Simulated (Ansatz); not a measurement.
The elements of this relaxed trial crystal are hidden behind letters.

```
lattice vectors (Å)
   5.5307    0.0000    0.0000
  -2.7654    4.7897    0.0000
   0.0000    0.0000    2.8522
fractional positions
X 0.3333 0.6667 0.5000
X 0.6667 0.3333 0.5000
Z 0.5000 0.0000 0.0000
Z 0.0000 0.5000 0.0000
Z 0.5000 0.5000 0.0000
Z 0.0000 0.0000 0.0000
```

Computed with DFT PBE, scalar-relativistic, plane waves, PAW (Ansatz). Settings of the last relaxation (6-atom cell): 420 eV, 12×12×14 k points, Gaussian smearing of 0.10 eV, no spin polarisation.

| Item | Value |
| --- | --- |
| Space group | P6/mmm (No. 191) |
| Conventional cell | a = 5.531 Å, c = 2.852 Å |
| Volume per atom | 12.59 Å³ |
| Density | 9.25 g/cm³ |
| Energy over the elements | −2.14 eV/atom |
| Gap on the 12×12×14 mesh of the 6-atom cell | 0 eV (a metal) |

Energies are uncorrected and count from the elements' standard states at the same level.

Question: X is a d-block element of period 6 and Z is a p-block element of period 2. Which elements are they?

Answer: X = Hf, Z = O, so the formula is HfO2. Density times volume gives a mean mass of 9.25 × 12.59/1.6605 = 70.1 u per atom, and this set has 70.2 u. Hf has 6 O at 2.14 Å, 2 Hf at 2.85 Å and 3 Hf at 3.19 Å; O on a site of symmetry mmm is surrounded by 4 Hf at 2.14 Å and 8 O at 2.77–2.85 Å; around O on a site of symmetry 6/mmm lie 8 O at 2.77–2.85 Å (long against covalent radii, as for large ions). Other sets within the hints have nearly the same mass, so mass alone doesn't settle it; this one was computed.

These runs have no spin–orbit coupling, which can matter for Hf. A structure relaxed within its symmetry needn't be a true minimum. Another cell of HfO2 relaxed alike, in P4_2/mnm (a Materials Project cell), lies 1.29 eV/atom lower, so this cell isn't the stable form at this level.
